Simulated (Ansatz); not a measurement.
## SnO₂: course of a relaxation

Computed with DFT r2SCAN, scalar-relativistic, plane waves, PAW in Ansatz 0.2.0. (500 eV cutoff, 6×6×8 k-mesh, Gaussian smearing of 0.02 eV, no spin polarisation)

What was changed: relaxed at 12 GPa.

Command:

```bash
ansatz run input.yaml --threads 1 --pin off --max-ram 2560MiB --backend cpu --events-out ev --progress --plain --runs-dir out
```

Input:

```yaml
crystal:
  lattice:
    - [4.6691584011, 0.0, 0.0]
    - [0.0, 4.6691584011, 0.0]
    - [0.0, 0.0, 3.1526815407]
  atoms:
    - { symbol: Sn, position: [0.5, 0.5, 0.5] }
    - { symbol: Sn, position: [0.0, 0.0, 0.0] }
    - { symbol: O, position: [0.1944616829, 0.8055383171, 0.5] }
    - { symbol: O, position: [0.8055383171, 0.1944616829, 0.5] }
    - { symbol: O, position: [0.3055383171, 0.3055383171, 0.0] }
    - { symbol: O, position: [0.6944616829, 0.6944616829, 0.0] }
basis:
  ecutwfc: 500
kpoints:
  mp_grid: { grid: [6, 6, 8] }
hamiltonian:
  xc: r2scan
scf:
  occupations: { method: gaussian, width: 0.02 }
output:
  forces: true
  stress: true
  eigenvalues: true
relax:
  adjacent_minimum: "off"
  f_tol: 0.008
  max_steps: 50
  cell: { stress_tol: 0.08, p_target: 12.0 }
```

F is the free energy. Steps run on the plane waves of an earlier cell, but the last one, and at times one on the way, on a freshly chosen basis, so a repeated geometry can differ a little in energy. The relaxation lowers the enthalpy F + PV at the target pressure, so F itself can rise.

Steps:

| step | F − F(1) (eV) | largest force component (eV/Å) | V (Å³/atom) | P (GPa) |
| --- | --- | --- | --- | --- |
| 1 | 0.0000 | 0.078 | 11.455 | 12.88 |
| 2 | -0.0156 | 0.058 | 11.485 | 11.95 |
| 3 | -0.0146 | 0.004 | 11.481 | 11.92 |
| 4 | -0.0123 | 0.000 | 11.476 | 12.02 |
| 5 | -0.0124 | 0.000 | 11.476 | 12.02 |

Relaxed structure:

```xyz
6
Lattice="4.6609 0.0000 0.0000 0.0000 4.6609 0.0000 0.0000 0.0000 3.1696" Properties=species:S:1:pos:R:3 pbc="T T T"
Sn    2.3305    2.3305    1.5848
Sn    0.0000    0.0000    0.0000
O     0.9079    3.7530    1.5848
O     3.7530    0.9079    1.5848
O     1.4226    1.4226    0.0000
O     3.2384    3.2384    0.0000
```

It takes space group P4_2/mnm (No. 136, tetragonal). Conventional cell: a = 4.661 Å, b = 4.661 Å, c = 3.170 Å, α = 90.00°, β = 90.00°, γ = 90.00°. Sn (site symmetry mmm) is surrounded by 6 O at 2.01 to 2.04 Å. O (site symmetry m2m) is surrounded by 3 Sn at 2.01 to 2.04 Å.

The run converged. The run took 63 s on 1 thread of Arm Neoverse V2 (shared host), peak memory 0.54 GiB.